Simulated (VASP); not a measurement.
Crystal: In.

```
In
1.0
    -1.69471    1.69471    2.29737
     1.69471   -1.69471    2.29737
     1.69471    1.69471   -2.29737
In
1
Direct
  0.00000 0.00000 0.00000
```

```yaml
Program: VASP 6.6.1
Task: relaxation of cell and atoms
Functional: PBEsol
Potentials_or_basis: VASP PAW PBE potentials, release 64 (In_d)
Cutoff: 300 eV
k_mesh: 18 × 18 × 18
Occupations: gaussian, width 0.1 eV
Spin: no spin polarisation
```

At the start: pressure -1.9 GPa; volume 26.39 Å³/atom.

Question: Where does the relaxation end?

Answer: Over 10 steps the energy falls by 8.2 meV/atom and the volume is 25.27 Å³/atom (-4.3 %); space group Fm-3m (No. 225, to 0.05 Å).

Step by step:
| step | energy change (eV) | largest force (eV/Å) | pressure (GPa) | volume (Å³) |
| --- | --- | --- | --- | --- |
| 1 | 0.0000 | 0.0000 | -1.87 | 26.39 |
| 2 | -0.0073 | 0.0000 | 0.00 | 25.23 |
| 3 | -0.0073 | 0.0000 | 0.00 | 25.22 |
| 4 | -0.0074 | 0.0000 | 0.00 | 25.22 |
| 5 | -0.0075 | 0.0000 | 0.00 | 25.23 |
| 6 | -0.0079 | 0.0000 | -0.01 | 25.25 |
| 7 | -0.0082 | 0.0000 | -0.05 | 25.29 |
| 8 | -0.0082 | 0.0000 | -0.05 | 25.29 |
| 9 | -0.0081 | 0.0000 | 0.24 | 25.14 |
| 10 | -0.0082 | 0.0000 | 0.01 | 25.27 |

Final structure:
```
In
1.0
    -1.64354    1.64354    2.33849
     1.64354   -1.64354    2.33849
     1.64354    1.64354   -2.33849
In
1
Cartesian
  0.0000 0.0000 0.0000
```

Caveat: the PAW data sets were made with another functional, which shifts forces and pressure a little.
